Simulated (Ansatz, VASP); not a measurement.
**One calculation of GaP, two programs**

```
Ga P
1.0
     0.00000    2.50685    2.50685
     2.50685    0.00000    2.50685
     2.50685    2.50685    0.00000
Ga P
1 1
Direct
  0.00000 0.00000 0.00000
  0.75000 0.75000 0.75000
```

Alike in both runs: functional PBE; k mesh 8 × 8 × 8; no spin polarisation.

Ansatz relaxed the structure, and its values are those at the end. VASP's run is a single point on that final structure, the one shown.

|  | VASP | Ansatz |
| --- | --- | --- |
| version | VASP 6.6.1 | Ansatz 0.2.0 |
| potentials or method | VASP PAW PBE potentials, release 64 (Ga_d, P) | scalar-relativistic, plane waves, PAW |
| plane-wave cutoff (eV) | 520 | 420 |
| occupations | gaussian, width 0.01 eV | fixed |
| valence electrons in the cell | 18 | 18 |

Ansatz gave:

* gap on the k mesh at the Fermi level (eV): 1.00
* least direct gap on the mesh (eV): 3.68

Question: Which values does VASP return?

Answer: gap on the k mesh at the Fermi level (eV): 1.01; least direct gap on the mesh (eV): 3.69.

 A k mesh can miss the band edges.
